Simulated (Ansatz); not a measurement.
**CoO in Ansatz: the effect of strain**

Crystal: CoO.

```xyz
2
Lattice="-1.4929 1.5080 2.1073 1.4929 -1.5080 2.1073 1.4929 1.5080 -2.1073" Properties=species:S:1:pos:R:3 pbc="T T T"
Co    0.0000    0.0000    0.0000
O     0.0000    0.0000    2.1073
```

The cell isn't the ideal one: strained by -1 %.

Alike in all runs:

```yaml
Program: Ansatz 0.2.0
Task: relaxation of the atoms
Functional: PBE
Potentials_or_basis: Ansatz PAW
Cutoff: "420 eV (not typed: the program's choice for these potentials)"
k_mesh: 9 × 9 × 9
Occupations: fermi-dirac, width 0.05 eV
Spin: collinear spin, ferromagnetic start
Starting_moments: "[2.0, 0.0] μB"
```

Each run relaxes the cell or the atoms first.

| strain | pressure (GPa) | moment (μB) |
| --- | --- | --- |
| -0.01 | ? | ? |
| 0.01 | -1.9 | 2.91 |
| 0.02 | -3.4 | 2.93 |

Question: What does the run with strain -0.01 give?

Answer: Pressure 1.3 GPa; moment 2.85 μB.

Caveats: the relaxation stopped at its first step, so nothing moved; a cell with one magnetic atom can't hold antiferromagnetic order, which such compounds often take; the thresholds are loose for stress.
